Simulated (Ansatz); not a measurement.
# ZrSe2 (P-3m1) in Ansatz: relaxation of cell and atoms with revPBE+D3(BJ)

Aim: the relaxation of cell and atoms of ZrSe2 with revPBE+D3(BJ).

All numbers are computed with Ansatz 0.2.0; they aren't measurements. Logs are shortened: lines on timing, memory, paths and dates and some standing lists are left out, and cuts for length are marked.

### 1 Starting point

Symmetry: P-3m1, No. 164, trigonal system. Conventional cell: a = 3.798 Å, b = 3.798 Å, c = 6.192 Å, α = 90.00°, β = 90.00°, γ = 120.00°. Around Zr (site symmetry -3m) lie 6 Se at 2.68 Å. Se (site symmetry 3m) is surrounded by 3 Zr at 2.68 Å.

### 2 Relaxation of cell and atoms, revPBE+D3(BJ)

The input, input.yaml:

```yaml
crystal:
  lattice:
    - [3.798, 0.0, 0.0]
    - [-1.899, 3.2891644836, 0.0]
    - [0.0, 0.0, 6.192]
  atoms:
    - { symbol: Zr, position: [0.0, 0.0, 0.0] }
    - { symbol: Se, position: [0.6666666667, 0.3333333333, 0.75] }
    - { symbol: Se, position: [0.3333333333, 0.6666666667, 0.25] }
hamiltonian:
  xc: revpbe
  pseudopotentials: { kind: paw }
  dispersion: d3bj
kpoints:
  mp_grid: { grid: [8, 8, 5] }
scf:
  occupations: { method: fermi_dirac, width: 0.05 }
output:
  forces: true
  stress: true
relax:
  f_tol: 0.01
  max_steps: 40
  cell: { stress_tol: 0.05 }
```

Potentials or basis: Ansatz PAW.

Launch:

```bash
$ ansatz run input.yaml --threads 2 --pin off --max-ram 5120MiB --backend cpu --events-out ev --progress --plain --runs-dir out
```

Log:

```text
Warning: RAYON_NUM_THREADS=2 ignored (pool sized by the plan → 2); use --threads N
Engine: ansatz 0.2.0, aarch64-unknown-linux-gnu
Pseudopotentials: kind: paw
Pseudopotential: Zr, paw, valence charge 12, recommended cutoff 420 eV (normal), Zr.paw.azcp
Pseudopotential: Se, paw, valence charge 16, recommended cutoff 420 eV (normal), Se.paw.azcp
Functional definition: revPBE
  parameter kappa = 1.245
  parameter beta = 0.06672455060314922
  exchange = pbe_x(kappa = kappa, mu = beta*pi^2/3)
  correlation = pbe_c(beta = beta)
Crystal: 3 atoms, lattice volume = 77.352 Å³
Basis set: ecut = 420 eV, 1521 PW (Γ), exchange–correlation on 54×54×90 points (8 copies of the dense FFT grid, shifted against one another)
Bands: 27, of which v1, the nominal top of the filled ones, is band 22 counted from 1 (21 counted from 0)
Symmetry: 12 space group operations
Space group: P-3m1 (ITA 164), of the structure as read, at distance tolerance 4.3e-5 Å
k-points: 40 of 320
Non-local potential: Zr, projectors of the file, l = 0: 3, l = 1: 2, l = 2: 2, l = 3: 2
Non-local potential: Se, projectors of the file, l = 0: 2, l = 1: 2, l = 2: 3, l = 3: 1
PAW form: soft (Blöchl's): semilocal exchange-correlation on the pseudo side does not see the compensation charge
PAW frozen core: Zr, regenerated for the run's functional, and the local potential with it (the file was generated under x = pbe(κ = 0.804, μ = 0.2195149727645171), c = pbe(β = 0.06672455060314922))
PAW frozen core: Se, regenerated for the run's functional, and the local potential with it (the file was generated under x = pbe(κ = 0.804, μ = 0.2195149727645171), c = pbe(β = 0.06672455060314922))
PAW one-centre angular grid: Zr, 590 points (default); XC on 64 Gauss nodes
PAW one-centre angular grid: Se, 590 points (default); XC on 64 Gauss nodes
Initial density: superposition of atomic densities (neutral atoms: chi_scale 0, normalization atom), corrected by the library's trained network
Initial wavefunctions: pseudopotential atomic-orbital guess
Functional: x = revpbe(κ = 1.245, μ = 0.2195149727645171), c = pbe(β = 0.06672455060314922)
SCF iter   1: F=—  HF=-15141.654075 eV  |F-HF|=—  |Δ(HF+E_count)|=         —  Δρ=1.61e-3  dr2=1.63e-3  ethr=1.77e-3  ⟨swp⟩=6.0  Hψ=4344  notcnv=0
preconditioner: auto → Resta (q_TF=auto, 2.483 Å⁻¹)  ε∞=5.6  [insulator: Δε(μ)=0.452 eV  Ē_g=7.906 eV  σ=0.050 eV  W_gap=0.98  n_scr=22 (ndim 8)  ℏωp=16.9 eV  f_vac=0.068  D(μ)=0.02/eV (n_scr^D=0)  ε∞_Penn≈5.6]
SCF iter   2: F=—  HF=-15141.654280 eV  |F-HF|=—  |Δ(HF+E_count)|=   2.05e-4  Δρ=1.00e-3  dr2=6.38e-4  ethr=3.71e-6  ⟨swp⟩=2.0  Hψ=2260  notcnv=0
SCF iter   3: F=—  HF=-15141.654616 eV  |F-HF|=—  |Δ(HF+E_count)|=   3.36e-4  Δρ=3.77e-4  dr2=1.52e-4  ethr=1.45e-6  ⟨swp⟩=3.0  Hψ=1914  notcnv=0
SCF iter   4: F=—  HF=-15141.654658 eV  |F-HF|=—  |Δ(HF+E_count)|=   4.16e-5  Δρ=1.09e-4  dr2=1.27e-5  ethr=3.45e-7  ⟨swp⟩=2.0  Hψ=1398  notcnv=0
SCF iter   5: F=—  HF=-15141.654663 eV  |F-HF|=—  |Δ(HF+E_count)|=   5.66e-6  Δρ=4.00e-5  dr2=2.08e-6  ethr=2.88e-8  ⟨swp⟩=2.0  Hψ=1918  notcnv=0
SCF iter   6: F=—  HF=-15141.654668 eV  |F-HF|=—  |Δ(HF+E_count)|=   4.35e-6  Δρ=1.56e-5  dr2=5.02e-7  ethr=4.72e-9  ⟨swp⟩=3.0  Hψ=2028  notcnv=0
SCF iter   7: F=-15141.654669 eV  HF=-15141.654669 eV  |F-HF|=7.89e-8  |Δ(HF+E_count)|=   8.72e-7  Δρ=5.17e-6  dr2=2.80e-8  ethr=2.27e-10  ⟨swp⟩=2.8  Hψ=4381  notcnv=0
SCF 1 converged in 7 iterations: F = -15141.654669 eV  dr2 = 2.80e-8
[... 61 lines left out ...]
SCF iter   2: F=—  HF=-15141.736211 eV  |F-HF|=—  |Δ(HF+E_count)|=   2.53e-5  Δρ=3.63e-5  dr2=1.34e-7  ethr=8.34e-10  ⟨swp⟩=2.1  Hψ=1940  notcnv=0
SCF iter   3: F=—  HF=-15141.736212 eV  |F-HF|=—  |Δ(HF+E_count)|=   3.60e-7  Δρ=1.16e-5  dr2=2.27e-8  ethr=3.05e-10  ⟨swp⟩=2.0  Hψ=1959  notcnv=0
SCF iter   4: F=—  HF=-15141.736212 eV  |F-HF|=—  |Δ(HF+E_count)|=   3.52e-8  Δρ=2.20e-6  dr2=1.53e-9  ethr=5.15e-11  ⟨swp⟩=2.0  Hψ=1485  notcnv=0
SCF iter   5: F=—  HF=-15141.736212 eV  |F-HF|=—  |Δ(HF+E_count)|=   1.07e-9  Δρ=5.06e-7  dr2=1.12e-10  ethr=3.48e-12  ⟨swp⟩=2.0  Hψ=1399  notcnv=0
SCF iter   6: F=-15141.736212 eV  HF=-15141.736212 eV  |F-HF|=3.64e-12  |Δ(HF+E_count)|=  5.46e-11  Δρ=7.85e-8  dr2=8.29e-12  ethr=1.00e-12  ⟨swp⟩=5.7  Hψ=4835  notcnv=0
SCF 6 converged in 6 iterations: F = -15141.736212 eV  dr2 = 8.29e-12
relax step   6: F+E_penalty+E_count = -15141.73621155 eV  Δ(F+E_penalty+E_count) = +5.465e-4 eV  max|allowed force component| = 2.373e-4 eV/Å  Δτ_max = 0.0000 Å  P = -0.026 GPa  Ω = 70.395 Å³  stress off target by 2.76e-2 GPa  SCF on the basis re-selected at this cell (its energy is not comparable with the rows above)  (6 SCF iters)
basis re-selected at this cell: Δ(F+E_penalty+E_count) = +5.465e-4 eV, ΔP = -0.003 GPa vs the last step (what re-selecting the basis moved, of the pressure what is left beyond the Pulay correction that the steps carried, after the strain that the cell walked since its last selection, with what the two solves' SCF thresholds leave and, on support functions, any second-order correction that the steps lacked; it is no measure of the basis error at this ecutwfc). The dense FFT grid was sized anew with the basis: this SCF ran on 25×25×40 points, the steps before it on 27×27×45, so part of this shift can come from that change (see relax.cell in the input reference). This SCF's stress stands 2.76e-2 GPa from its target on what of the cell is left free (relax.cell.stress_tol is 5.00e-2 GPa) and its largest allowed force component is 2.37e-4 eV/Å (relax.f_tol is 1.00e-2 eV/Å): within both
SCF converged after 6 iterations
Free energy (F): -15141.736212 eV
Harris-Foulkes:  -15141.736212 eV  (|F-HF|=3.64e-12)
Internal energy: -15141.733242 eV  (E = F + TS)
E sigma→0 (E₀):  -15141.734727 eV
Entropy (-TS):   -0.002969 eV (-0.990 meV/atom)
Fermi energy:    10.378016 eV
--- Per-component energies (eV) ---
  E_band       = -834.434760
  E_kinetic    = 572.179328
  E_local      = -5437.159817  (includes V_loc(G=0)·N_el)
  E_nonlocal   = -1116.956284
  E_hartree    = 2587.035230
  E_xc         = -372.524113
  E_vxc        = -389.786676  (∫ρ·V_xc dr)
  E_paw        = -6787.627010  (= ΣΔE_a)
  E_vpaw       = 363.219306  (= ΣTr[D̂ρ^β])
  E_aug_tail   = -0.001147  (compensation charges beyond the density's cutoff)
  E_ewald      = -4583.822378
  E_disp       = -2.406311  (pairwise vdW)
  E_core_change = -0.450740  (= ΣΔE_core)
  E_smearing   = -0.002969  (= −TS)
  E_closure    = 0.000000  (closes the sum)
  Σ components = -15141.736212   (vs F -15141.736212, Δ=0.00e0)
--- Forces (eV/Å), atoms counted from 1 ---
  atom   1  Zr     0.00000000     0.00000000     0.00000000
  atom   2  Se    -0.00000000    -0.00000000    -0.00023727
  atom   3  Se    -0.00000000     0.00000000     0.00023727
  max |Σ_I F_I| component: 4.63e-18 eV/Å
--- Stress (GPa, compression-positive) ---
       -0.027563       0.000000       0.000000
       -0.000000      -0.027563      -0.000000
       -0.000000      -0.000000      -0.022078
  P = ⅓ Tr σ = -0.0257 GPa (-0.257 kbar)
--- Relaxed structure (5 steps of the walk, 5 accepted, 1 SCFs on fresh bases) ---
  F+E_penalty+E_count = -15141.73621155 eV   max|allowed force component| = 2.373e-4 eV/Å   (the final SCF, on the basis selected at the relaxed cell)
  cell:  # Å, volume = 70.3952 Å³
    - [3.710046921495787, 3.204584429984222e-33, -3.049545787306085e-49]
    - [-1.8550234607478935, 3.212994883247602, -8.451790437130694e-18]
    - [0.0, -1.5910875435954644e-17, 5.905455420625822]
  atoms:
    - { symbol: Zr, position: [1.3373524246376697e-34, -2.9032913034823233e-34, 7.418412301374843e-68] }
    - { symbol: Se, position: [0.6666666666666666, 0.3333333333333333, 0.7281083038222416] }
    - { symbol: Se, position: [0.3333333333333333, 0.6666666666666666, 0.2718916961777584] }
```

Run time: 15 s. Hardware: 2 threads of Arm Neoverse V1, shared host; peak memory 0.41 GiB.

Results:

* Free energy: -15141.7362 eV
* Relaxed volume: 23.47 Å³/atom
* Relaxed cell: a = 3.710 Å, b = 3.710 Å, c = 5.905 Å, α = 90.00°, β = 90.00°, γ = 120.00°
* Space group after relaxing (to 0.05 Å): P-3m1 (No. 164)
* Energy gained by relaxing: 27.2 meV/atom
* Ionic steps: 6
* Pressure after relaxing: 0.0 GPa

The path:
```csv
step,energy change (eV),largest force (eV/Å),volume (Å³)
1,0.0000,0.3632,77.35
2,-0.0213,0.7355,70.07
3,-0.0782,0.0700,71.48
4,-0.0820,0.0174,70.32
5,-0.0821,0.0001,70.40
6,-0.0815,0.0002,70.40
```

Final structure:
```yaml
crystal:
  lattice:
    - [3.71005, 0.00000, 0.00000]
    - [-1.85502, 3.21299, 0.00000]
    - [0.00000, 0.00000, 5.90546]
  atoms:
    - { symbol: Zr, position: [0.00000, 0.00000, 0.00000] }
    - { symbol: Se, position: [0.66667, 0.33333, 0.72811] }
    - { symbol: Se, position: [0.33333, 0.66667, 0.27189] }
```

Caveat: the plane-wave basis is chosen anew once the cell has moved, so the energies of steps on either side of that aren't comparable; the PAW data sets come from PBE, with cores solved anew for the run's functional, which leaves a small shift of forces and pressure.
